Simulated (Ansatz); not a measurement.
Runs of Ansatz 0.2.0 on TaN. The structure is hexagonal, space group P6/mmm (No. 191). Conventional cell: a = 5.185 Å, b = 5.185 Å, c = 2.908 Å, α = 90.00°, β = 90.00°, γ = 120.00°. Ta (site symmetry 6/mmm) has 6 N at 2.59 Å and 2 Ta at 2.91 Å as nearest neighbours. Ta (site symmetry -6m2) has 6 N at 2.09 Å as nearest neighbours. N (site symmetry mmm) is surrounded by 4 Ta at 2.09 Å. 

```tsv
level	U	hubbard projectors	double counting	gap on the mesh (eV)	pressure (GPa)	relaxed volume (Å³/atom)
PBE+U	Ta d U = 5 eV	ortho-atomic (the default)	fll (the default)	none	0.0	(a)
PBE+U	Ta d U = 6 eV	ortho-atomic (the default)	fll (the default)	none	0.0	11.96
PBE+U	Ta d U = 2 eV	ortho-atomic (the default)	fll (the default)	none	0.0	11.74
PBE+U	Ta d U = 8 eV	ortho-atomic (the default)	fll (the default)	none	0.0	12.22
PBE+U	Ta d U = 1 eV	ortho-atomic (the default)	fll (the default)	none	0.0	11.70
PBE	-	-	-	none	0.0	11.66
PBE+U	Ta d U = 4 eV	ortho-atomic (the default)	fll (the default)	none	0.0	11.83
PBE+U	Ta d U = 3 eV	ortho-atomic (the default)	fll (the default)	none	0.0	(b)
```

Alike in all rows: task relaxation of cell and atoms; potentials or basis Ansatz PAW; no spin polarisation; cell relaxed; k mesh 6 × 6 × 9; cutoff (eV) 420; smearing fermi-dirac 0.05 eV.

Problem. Estimate the missing entries.

Solution. (a) 11.88; (b) 11.78.

Caveats: the plane-wave basis is chosen anew once the cell has moved, so the energies of steps on either side of that aren't comparable; U without spin polarisation on a metal has little footing (some runs).

A k mesh can miss the band edges, and the runs leave out spin-orbit coupling on Ta.

A gap of «none» marks a metal or a gap under the smearing width.
